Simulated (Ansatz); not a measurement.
**Guessed and relaxed cells of In**

The cell of In is invented: 4-, 6-connected net of one element (P4/mbm, No. 127). Lengths were set from tabulated atomic sizes, so they are only a guess.

start.cif

```cif
data_structure
_symmetry_space_group_name_H-M 'P 1'
_symmetry_Int_Tables_number 1
_cell_length_a 7.7244
_cell_length_b 7.7244
_cell_length_c 2.8324
_cell_angle_alpha 90.000
_cell_angle_beta 90.000
_cell_angle_gamma 90.000
_cell_volume 169.00
loop_
_atom_site_label
_atom_site_type_symbol
_atom_site_fract_x
_atom_site_fract_y
_atom_site_fract_z
_atom_site_occupancy
In1 In 0.17680 0.32320 0.00000 1
In2 In 0.32320 0.82320 0.00000 1
In3 In 0.82320 0.67680 0.00000 1
In4 In 0.67680 0.17680 0.00000 1
In5 In 0.00000 0.00000 0.00000 1
In6 In 0.50000 0.50000 0.00000 1
```

Level of theory: DFT PBE, scalar-relativistic, plane waves, PAW in Ansatz 0.2.0. Cutoff 420 eV, Gaussian smearing, Γ-centred meshes. Cell and atoms relax first on a coarse mesh and then on a finer one. In between, the cell is made exact in the group found at 0.06 Å. In metals the finer mesh still leaves noise of several meV/atom or more. The steps can't lower the symmetry of their start. No spin polarisation.

end.cif

```cif
data_structure
_symmetry_space_group_name_H-M 'P 1'
_symmetry_Int_Tables_number 1
_cell_length_a 7.8082
_cell_length_b 7.8082
_cell_length_c 3.0976
_cell_angle_alpha 90.000
_cell_angle_beta 90.000
_cell_angle_gamma 90.000
_cell_volume 188.86
loop_
_atom_site_label
_atom_site_type_symbol
_atom_site_fract_x
_atom_site_fract_y
_atom_site_fract_z
_atom_site_occupancy
In1 In 0.13737 0.36263 0.00000 1
In2 In 0.36263 0.86263 0.00000 1
In3 In 0.86263 0.63737 0.00000 1
In4 In 0.63737 0.13737 0.00000 1
In5 In 0.00000 0.00000 0.00000 1
In6 In 0.50000 0.50000 0.00000 1
```

The symmetry stays P4/mbm (No. 127). The volume per atom grows by 11.7 %, from 28.2 to 31.5 Å³. The shortest distance goes from 2.83 Å (In–In) to 3.03 Å (In–In). The energy falls by about 0.23 eV/atom (the start's value is from the coarse mesh).

```
Volume per atom                           : 31.48 Å³
Density                                   : 6.06 g/cm³
Energy over the standard state            : +0.14 eV/atom
Gap on the 6×6×12 mesh of the 6-atom cell : 0 eV (a metal)
```

Energies count from the standard state of In at the same level. It lies above the standard state, so it could only be metastable.

The last run used Gaussian smearing of 0.10 eV. A structure relaxed within its symmetry needn't be a true minimum. In all, the 3 runs took 4.6 min on 1 thread of Arm Neoverse V1, with other jobs on the host. Another cell of In relaxed alike, in P6/mmm, lies 33 meV/atom lower, so this cell isn't the stable form at this level.
